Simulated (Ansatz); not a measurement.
Start of a relaxation of SiC2:

```yaml
crystal:
  lattice:
    - [2.67981, 0.00000, 0.00000]
    - [-1.33991, 2.32078, 0.00000]
    - [0.00000, 0.00000, 6.56417]
  atoms:
    - { symbol: Si, position: [0.00000, 0.00000, 0.00000] }
    - { symbol: C, position: [0.33333, 0.66667, 0.66667] }
    - { symbol: C, position: [0.66667, 0.33333, 0.33333] }
```

Computed with Ansatz 0.2.0, DFT PBE, scalar-relativistic, plane waves, PAW. Cutoff 420 eV, Gaussian smearing, Γ-centred meshes. Cell and atoms relax first on a coarse mesh and then on a finer one. In between, the cell is made exact in the group found at 0.06 Å. In metals the finer mesh still leaves noise of several meV/atom or more. The steps can't lower the symmetry of their start. No spin polarisation in the relaxation; trial moments died out in a coarse test.

A guess keeps its type if space group and coordination stay and the shape of the cell changes little (axis ratios within about 15 %, angles within 6°); the volume may change.

Question: Will the relaxed cell still be of the starting type?

Answer: It doesn't keep its type. The symmetry goes from P-3m1 (No. 164) to P6/mmm (No. 191). The volume per atom grows by 16.8 %, from 13.6 to 15.9 Å³. The shortest distance goes from 2.68 Å (Si–C, C–C and Si–Si) to 1.43 Å (C–C). Counting neighbours within 15 % of an atom's shortest distance, the start has C 12, Si 12 and the end C 3, Si 6. In detail, at the end Si is surrounded by 6 Si at 2.47 Å; C has 3 C at 1.43 Å.

```cif
data_structure
_symmetry_space_group_name_H-M 'P 1'
_symmetry_Int_Tables_number 1
_cell_length_a 2.4707
_cell_length_b 2.4707
_cell_length_c 9.0210
_cell_angle_alpha 90.000
_cell_angle_beta 90.000
_cell_angle_gamma 120.000
_cell_volume 47.69
loop_
_atom_site_label
_atom_site_type_symbol
_atom_site_fract_x
_atom_site_fract_y
_atom_site_fract_z
_atom_site_occupancy
Si1 Si 0.00000 0.00000 0.00000 1
C1 C 0.33333 0.66667 0.50000 1
C2 C 0.66667 0.33333 0.50000 1
```

Formation energies are uncorrected and refer to the elements' standard structures at the same level.

Question: At what energy does it end?

Answer: +0.32 eV/atom. The separate elements lie lower, so it is unstable against them.

The last run used a 24×24×6 mesh (in the run's order of axes) for its 3-atom cell and Gaussian smearing of 0.10 eV. Weakly bound directions are ill-defined at this level, which has no dispersion term. The reference form of C is held partly by dispersion forces, which this level lacks. A later test with randomly moved atoms led to a structure 60 meV/atom lower, so this end is a saddle point or a shallow minimum.
